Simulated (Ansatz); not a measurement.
ZnSe (Stilleite):

```
CELL_PARAMETERS angstrom
0.00000 2.83380 2.83380
2.83380 0.00000 2.83380
2.83380 2.83380 0.00000
ATOMIC_POSITIONS crystal
Se 0.75000 0.75000 0.75000
Zn 0.00000 0.00000 0.00000
```

Program: Ansatz 0.2.0. Alike in all runs: potentials or basis Ansatz PAW; cell as given; k mesh 8 × 8 × 8; smearing fermi-dirac 0.05 eV. Hardware: 2 threads of AMD EPYC 7B13 (Zen 3) (shared host).

Order these runs on this cell by their wall time, lowest first.
A. task band structure; level PBE; spin SOC, no magnetisation; cutoff (eV) 420; points for each segment of the path 14
B. task single point; level PBE; spin off; cutoff (eV) 350
C. task band structure; level SVWN5; spin off; cutoff (eV) 420; points for each segment of the path 14

B (1.1 s), C (3.8 s), A (14 s).

Caveats: the cutoff lies under the one recommended for these potentials (some runs).
